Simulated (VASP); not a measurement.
# CaF2 (Fluorite) (Fm-3m) in VASP: further runs, part 2 of 2

VASP 6.6.1.

### 5 Relaxation of the atoms, PBE (a relaxed cell with its volume scaled by 0.96)

Input file INCAR:

```
SYSTEM = CaF2
  PREC = Accurate
  ENCUT = 600
  EDIFF = 1E-7
  ISMEAR = 0
  SIGMA = 0.03
  LREAL = .False.
  LASPH = .True.
  NELM = 80
  ALGO = Normal
  ISIF = 2
  LWAVE = .False.
  LCHARG = .False.
  GGA = PE
  IBRION = 2
  NSW = 40
  EDIFFG = -0.01
```

Input file KPOINTS:

```
Automatic mesh
0
Gamma
  8 8 8
  0 0 0
```

Input file POSCAR:

```
CaF2                                    
1.0
    0.0000000000      2.7193997336      2.7193997336
    2.7193997336     -0.0000000000      2.7193997336
    2.7193997336      2.7193997336      0.0000000000
  Ca              F             
     1     2
Direct
     1.0000000000000000    1.0000000000000000    1.0000000000000000
     0.2500000000000000    0.2500000000000000    0.2500000000000000
     0.7500000000000000    0.7500000000000000    0.7500000000000000
```

Potentials or basis: VASP PAW PBE potentials, release 64 (Ca_sv, F).

Command:

```console
cat potpaw_PBE.64/Ca_sv/POTCAR potpaw_PBE.64/F/POTCAR > POTCAR
mpirun -np 1 vasp_std > vasp.out
```

OUTCAR:

```text
SYSTEM = CaF2
   PREC = Accurate
   ENCUT = 600
   EDIFF = 1E-7
   ISMEAR = 0
   LREAL = .False.
   LASPH = .True.
   NELM = 80
   ISIF = 2
   GGA = PE
   IBRION = 2
   NSW = 40
   EDIFFG = -0.01

 ion  position               nearest neighbor table
   1  0.000  0.000  0.000-   2 2.36   3 2.36   3 2.36   3 2.36   3 2.36   2 2.36   2 2.36   2 2.36

   2  0.250  0.250  0.250-   1 2.36   1 2.36   1 2.36   1 2.36
   3  0.750  0.750  0.750-   1 2.36   1 2.36   1 2.36   1 2.36

  LATTYP: Found a face centered cubic cell.
 ALAT       =     5.4387994672

  Lattice vectors:

 A1 = (   0.0000000000,   2.7193997336,   2.7193997336)
 A2 = (   2.7193997336,   0.0000000000,   2.7193997336)
 A3 = (   2.7193997336,   2.7193997336,   0.0000000000)

Analysis of symmetry for initial positions (statically):
=====================================================================
 Subroutine PRICEL returns:
 Original cell was already a primitive cell.

 Routine SETGRP: Setting up the symmetry group for a
 face centered cubic supercell.

 Subroutine GETGRP returns: Found 48 space group operations
 (whereof 48 operations were pure point group operations)
 out of a pool of 48 trial point group operations.

The static configuration has the point symmetry O_h .

Analysis of symmetry for dynamics (positions and initial velocities):
=====================================================================
 Subroutine PRICEL returns:
 Original cell was already a primitive cell.

 Routine SETGRP: Setting up the symmetry group for a
 face centered cubic supercell.

 Subroutine GETGRP returns: Found 48 space group operations
 (whereof 48 operations were pure point group operations)
 out of a pool of 48 trial point group operations.

The dynamic configuration has the point symmetry O_h .

[... 118 lines left out ...]
   IMIX   =      4    mixing-type and parameters
     AMIX     =   0.40;   BMIX     =  1.00
     AMIX_MAG =   1.60;   BMIX_MAG =  1.00
  volume/ion in A,a.u.               =      13.41        90.47
  Fermi-wavevector in a.u.,A,eV,Ry     =   1.378253  2.604520 25.845363  1.899581
  Thomas-Fermi vector in A             =   2.503331
   LORBIT       =      0    0 simple, 1 ext, 2 COOP (PROOUT), +10 PAW based schemes
   GGA     = PE    functional components
   LHFCALC =     F    Hartree Fock is set to
   AEXX    =    0.0000 exact exchange contribution
   IVDW    =     0    specifies the selected vdW correction
   LEPSILON=     F    determine dielectric tensor
   LRPA    =     F    only Hartree local field effects (RPA)
 conjugate gradient relaxation of ions
 non-spin polarized calculation
 Gauss-broadening in eV      SIGMA  =   0.03
  energy-cutoff  :      600.00
  volume of cell :       40.22
 maximum number of plane-waves:      1363
   NGX = 15   NGY = 15   NGZ = 15

 number of electron      23.9999986 magnetization

 Free energy of the ion-electron system (eV)
  ---------------------------------------------------
  ext. energy  EPLUGINS =         0.00000000
  ---------------------------------------------------
  free energy    TOTEN  =       -17.32255566 eV

  energy without entropy =      -17.32255566  energy(sigma->0) =      -17.32255566

 E-fermi :  -0.7126     XC(G=0):  -9.6947

 val. band max:       -0.9017968377   @ k =   0.5000   0.5000   0.0000
 cond. band min:       6.4537764838   @ k =   0.0000   0.0000   0.0000
 fundamental gap:      7.3555733215
 Fermi energy:        -0.7125570564

 k-point     1 :       0.0000    0.0000    0.0000
  band No.  band energies     occupation
      1     -36.8647      2.00000
      2     -20.8686      2.00000
      3     -20.0772      2.00000
      4     -17.8040      2.00000
      5     -17.8040      2.00000
      6     -17.8040      2.00000
[... 433 lines left out ...]
      3     -20.6931      2.00000
      4     -17.8745      2.00000
      5     -17.6449      2.00000
      6     -17.3863      2.00000
[... 8 lines left out ...]
     15       9.0325      0.00000
     16       9.4903      0.00000

 [... further k-points ...]

------------------------ aborting loop because EDIFF is reached ----------------------------------------

  FORCE on cell =-STRESS in cart. coord.  units (eV):
  Direction    XX          YY          ZZ          XY          YZ          ZX
  --------------------------------------------------------------------------------------
  -------------------------------------------------------------------------------------
  Total        0.8847196      0.8847196      0.8847196      0.0000000     -0.0000000      0.0000000
  in kB       35.2425297     35.2425297     35.2425297      0.0000000     -0.0000000      0.0000000
  external PRESSURE =      35.2425297 kB  Pullay stress =       0.0000000 kB

 VOLUME and BASIS-vectors are now :
 -----------------------------------------------------------------------------
  energy-cutoff  :      600.00
  volume of cell :       40.22
      direct lattice vectors                 reciprocal lattice vectors
     0.000000000  2.719399734  2.719399734    -0.183864106  0.183864106  0.183864106
     2.719399734  0.000000000  2.719399734     0.183864106 -0.183864106  0.183864106
     2.719399734  2.719399734  0.000000000     0.183864106  0.183864106 -0.183864106

 POSITION                                       TOTAL-FORCE (eV/Angst)
 -----------------------------------------------------------------------------------
      0.00000      0.00000      0.00000        -0.000000     -0.000000     -0.000000
      1.35970      1.35970      1.35970         0.000000      0.000000      0.000000
      4.07910      4.07910      4.07910        -0.000000     -0.000000     -0.000000
 -----------------------------------------------------------------------------------
    total drift:                                0.000000     -0.000000      0.000000

  FREE ENERGIE OF THE ION-ELECTRON SYSTEM (eV)
  ---------------------------------------------------
  free  energy   TOTEN  =       -17.3225556619 eV

  energy  without entropy=      -17.3225556619  energy(sigma->0) =      -17.32255566

 reached required accuracy - stopping structural energy minimisation
```

OSZICAR:

```text
N       E                     dE             d eps       ncg     rms          rms(c)
DAV:   1     0.238740146477E+03    0.23874E+03   -0.14817E+04   928   0.170E+03
DAV:   2    -0.764113561705E+01   -0.24638E+03   -0.24135E+03  1168   0.410E+02
DAV:   3    -0.182228307486E+02   -0.10582E+02   -0.10572E+02  1048   0.954E+01
DAV:   4    -0.186183351971E+02   -0.39550E+00   -0.39542E+00  1600   0.143E+01
DAV:   5    -0.186211599024E+02   -0.28247E-02   -0.28247E-02  1032   0.125E+00    0.800E+00
DAV:   6    -0.172956240277E+02    0.13255E+01   -0.71637E+00   960   0.192E+01    0.309E+00
DAV:   7    -0.172994649463E+02   -0.38409E-02   -0.19026E-01  1248   0.396E+00    0.166E+00
DAV:   8    -0.173174102520E+02   -0.17945E-01   -0.34108E-02  1160   0.232E+00    0.198E-01
DAV:   9    -0.173216561665E+02   -0.42459E-02   -0.76775E-03  1232   0.710E-01    0.133E-01
DAV:  10    -0.173225392695E+02   -0.88310E-03   -0.13246E-03  1120   0.272E-01    0.390E-02
DAV:  11    -0.173225487502E+02   -0.94807E-05   -0.11385E-04  1280   0.104E-01    0.153E-02
DAV:  12    -0.173225556604E+02   -0.69102E-05   -0.22737E-05  1152   0.464E-02    0.322E-03
DAV:  13    -0.173225560363E+02   -0.37586E-06   -0.32064E-06  1336   0.153E-02    0.346E-03
DAV:  14    -0.173225556797E+02    0.35660E-06   -0.75105E-07  1136   0.816E-03    0.731E-04
DAV:  15    -0.173225556619E+02    0.17792E-07   -0.33578E-08   848   0.181E-03
   1 F= -.17322556E+02 E0= -.17322556E+02  d E =-.173226E+02
```

Wall time 11 s (1 thread of Intel Xeon 6975P-C (Granite Rapids), shared host); peak memory 0.18 GiB.

Results:

```yaml
Free_energy: -17.3226 eV
Pressure_after_relaxing: 3.5 GPa
Band_gap_on_the_k_mesh: 7.36 eV, indirect (least direct gap 7.61 eV)
```

Final structure:
```cif
data_structure
_symmetry_space_group_name_H-M 'P 1'
_symmetry_Int_Tables_number 1
_cell_length_a 3.8458
_cell_length_b 3.8458
_cell_length_c 3.8458
_cell_angle_alpha 60.000
_cell_angle_beta 60.000
_cell_angle_gamma 60.000
_cell_volume 40.22
loop_
_atom_site_label
_atom_site_type_symbol
_atom_site_fract_x
_atom_site_fract_y
_atom_site_fract_z
_atom_site_occupancy
Ca1 Ca 0.00000 0.00000 0.00000 1
F1 F 0.25000 0.25000 0.25000 1
F2 F 0.75000 0.75000 0.75000 1
```

Caveat: the relaxation stopped at its first step, so nothing moved. A k mesh can miss the band edges.

### 6 Relaxation of the atoms, PBE (a relaxed cell with its volume scaled by 0.98)

INCAR is that of step 5.

KPOINTS is that of step 5.

Input file POSCAR:

```
CaF2                                    
1.0
    0.0000000000      2.7381548072      2.7381548072
    2.7381548072     -0.0000000000      2.7381548072
    2.7381548072      2.7381548072      0.0000000000
  Ca              F             
     1     2
Direct
     1.0000000000000000    1.0000000000000000    1.0000000000000000
     0.2500000000000000    0.2500000000000000    0.2500000000000000
     0.7500000000000000    0.7500000000000000    0.7500000000000000
```

Potentials or basis: VASP PAW PBE potentials, release 64 (Ca_sv, F).

Command:

```console
cat potpaw_PBE.64/Ca_sv/POTCAR potpaw_PBE.64/F/POTCAR > POTCAR
mpirun -np 1 vasp_std > vasp.out
```

It took 11 s on 1 thread of Intel Xeon 6975P-C (Granite Rapids), shared host; peak memory 0.18 GiB.

Results (log left out):

| Item | Value |
| --- | --- |
| Free energy | -17.3384 eV |
| Pressure after relaxing | 1.7 GPa |
| Band gap on the k mesh | 7.23 eV, indirect (least direct gap 7.49 eV) |

Final structure:
```
CELL_PARAMETERS angstrom
0.00000 2.73815 2.73815
2.73815 0.00000 2.73815
2.73815 2.73815 0.00000
ATOMIC_POSITIONS crystal
Ca 0.00000 0.00000 0.00000
F 0.25000 0.25000 0.25000
F 0.75000 0.75000 0.75000
```

Levels at points of the mesh, in eV from the valence-band top:
| k point | band 10 | band 11 | band 12 | band 13 | band 14 | band 15 |
| --- | --- | --- | --- | --- | --- | --- |
| (0.00, 0.00, 0.00) | -0.25 | -0.25 | -0.25 | 7.23 | 9.14 | 9.14 |
| (0.50, 0.00, 0.00) | -1.23 | -0.83 | -0.83 | 9.35 | 9.35 | 9.70 |
| (0.50, 0.50, 0.00) | -0.36 | -0.36 | 0.00 | 8.10 | 9.47 | 10.04 |

Caveat: the relaxation stopped at its first step, so nothing moved. A k mesh can miss the band edges.

### 7 The runs side by side

| task | cell | gap on the mesh (eV) | pressure (GPa) |
| --- | --- | --- | --- |
| relaxation of cell and atoms | relaxed | 7.12 | 0.0 |
| relaxation of the atoms | atoms relaxed from: a relaxed cell with its volume scaled by 0.94 | 7.48 | 5.6 |
| relaxation of the atoms | atoms relaxed from: a relaxed cell with its volume scaled by 0.96 | 7.36 | 3.5 |
| relaxation of the atoms | atoms relaxed from: a relaxed cell with its volume scaled by 0.98 | 7.23 | 1.7 |

Alike in all rows: level PBE; potentials or basis VASP PAW PBE potentials, release 64 (Ca_sv, F); no spin polarisation; k mesh 8 × 8 × 8; cutoff (eV) 600; smearing gaussian 0.03 eV.

Caveats: the relaxation stopped at its first step, so nothing moved (some runs).

Total energies depend on the potentials used, so only differences within one code and one set of settings carry meaning.
